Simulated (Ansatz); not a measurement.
# BaTe (Fm-3m), a sublattice moved along a line

The calculation used DFT LDA, scalar-relativistic, plane waves, PAW (Ansatz). Cutoff 420 eV, Γ-centred 8×8×8 k-points, Gaussian smearing of 0.05 eV. Spin–orbit coupling is left out, which matters for the heavy elements here. No spin polarisation. Energies are free energies at this smearing, counted from the undisturbed cell; pressure is positive in compression.

The undisturbed cell (as given, not relaxed at this level; it stands at 0.7 GPa):

```
Ba Te
1.0
     0.00000    3.41000    3.41000
     3.41000    0.00000    3.41000
     3.41000    3.41000    0.00000
Ba Te
1 1
Direct
  0.00000 0.00000 0.00000
  0.50000 0.50000 0.50000
```

Every Te atom is moved by x along the Cartesian unit vector (0.577, 0.577, 0.577); the cell and all other atoms stay fixed.

```
  x (Å)  ΔE (meV/cell) force along x on the moved atoms (eV/Å) gap on the mesh (eV)
-0.5000          333.4                                     1.34                  2.23
-0.2500           82.4                                     0.66                  1.59
 0.0000            0.0                                     0.00                  1.31
 0.3750          186.6                                    -1.00                  1.89
```